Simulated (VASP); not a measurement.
Crystal: TePb.

```
Pb Te
1.0
     0.00000    3.23100    3.23100
     3.23100    0.00000    3.23100
     3.23100    3.23100    0.00000
Pb Te
1 1
Direct
  0.00000 0.00000 0.00000
  0.50000 0.50000 0.50000
```

| Item | Value |
| --- | --- |
| Program | VASP 6.6.1 |
| Task | relaxation of cell and atoms |
| Functional | LDA |
| Potentials or basis | VASP PAW LDA potentials, release 64 (Pb_d, Te) |
| Cutoff | 600 eV |
| k mesh | 7 × 7 × 7 |
| Occupations | fermi-dirac, width 0.05 eV |
| Spin | no spin polarisation |

At the start: pressure -1.7 GPa; volume 33.73 Å³/atom.

Question: Where does the relaxation end?

Answer: Over 3 steps the energy falls by 6.4 meV/atom and the volume is 32.52 Å³/atom (-3.6 %); space group Fm-3m (No. 225, to 0.05 Å).

Step by step:
```tsv
step	energy change (eV)	largest force (eV/Å)	pressure (GPa)	volume (Å³)
1	0.0000	0.0000	-1.65	67.46
2	-0.0107	0.0000	0.72	64.12
3	-0.0128	0.0000	-0.01	65.05
```

Final structure:
```
CELL_PARAMETERS angstrom
0.00000 3.19204 3.19204
3.19204 0.00000 3.19204
3.19204 3.19204 0.00000
ATOMIC_POSITIONS crystal
Pb 0.00000 0.00000 0.00000
Te 0.50000 0.50000 0.50000
```
